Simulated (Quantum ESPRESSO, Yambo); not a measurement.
An input for Yambo 5.3.0 (Bi (buckled honeycomb monolayer)):

```
HF_and_locXC
gw0
dyson
ppa
em1d
rim_cut
rim_w
RandQpts= 3000000
RandGvec= 100 RL
CUTGeo= "slab z"
RandGvecW= 9 RL
EXXRLvcs= 76 Ry
VXCRLvcs= 304 Ry
Chimod= "HARTREE"
% BndsRnXp
 1 | 115 |
%
NGsBlkXp= 8 Ry
% LongDrXp
 1 | 1 | 0 |
%
% GbndRnge
 1 | 115 |
%
DysSolver= "n"
ExtendOut
PPAPntXp= 27.21138 eV
% QPkrange
 1 | 1 | 22 | 25 |
%
```

```sh
OMP_NUM_THREADS=1 mpirun -n 8 yambo -F gw1.in -J gw1 -C gw1 > gw1.log
```

The stored states that it reads are on a 6×6×1 mesh. The cell holds 2 atoms: 2 Bi. Its edges and angles: a = 4.360 Å, b = 4.360 Å, c = 14.000 Å, α = 90.0°, β = 90.0°, γ = 120.0°. Vacuum lies along c.

Q: How long will it take on 8 MPI ranks of Arm Neoverse V1, shared host, and how much memory?

It took 3.1 min; on shared hardware allow 92 s to 6.1 min. Peak host memory was 6.9 GiB.

The screening grows as filled bands × empty bands × pairs of k points, times the square of the screening basis for the matrix.

[Paths, hosts, dates, memory and timing lines, banners, echoed tables and standing remarks are left out of the program output.]

[Logs are printed without paths, hosts, clocks, repeated set-up lines and the standing remarks that a program may print on its own settings, such as how far it seeks lower states.]

[Runs of the session that timed out or met a known fault of the program may be left out.]

[Hosts, paths, dates, database ids (printed as entryN), source tags and the programs' standing remarks are cut or masked in the printed files.]
